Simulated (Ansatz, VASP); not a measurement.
Pd in VASP and in Ansatz

```xyz
1
Lattice="0.0000 1.9225 1.9225 1.9225 0.0000 1.9225 1.9225 1.9225 0.0000" Properties=species:S:1:pos:R:3 pbc="T T T"
Pd    0.0000    0.0000    0.0000
```

Alike in both runs: functional LDA; k mesh 8 × 8 × 8; occupations gaussian, width 0.1 eV; no spin polarisation.

Ansatz relaxed the structure, and its values are those at the end. VASP's run is a single point on that final structure, the one shown.

|  | VASP | Ansatz |
| --- | --- | --- |
| version | VASP 6.6.1 | Ansatz 0.2.0 |
| potentials or method | VASP PAW LDA potentials, release 64 (Pd) | scalar-relativistic, plane waves, PAW |
| plane-wave cutoff (eV) | 520 | 600 |
| valence electrons in the cell | 10 | 18 |

|  | VASP | Ansatz | Ansatz less VASP |
| --- | --- | --- | --- |
| gap on the k mesh at the Fermi level (eV) | none | none | - |
| pressure (GPa) | 0.3 | -0.1 | -0.39 |

A gap of «none» marks a metal or a gap that the smearing closes. The two sets of potentials don't hold the same shells in valence. Ansatz warned: «pseudo_functional_mismatch».
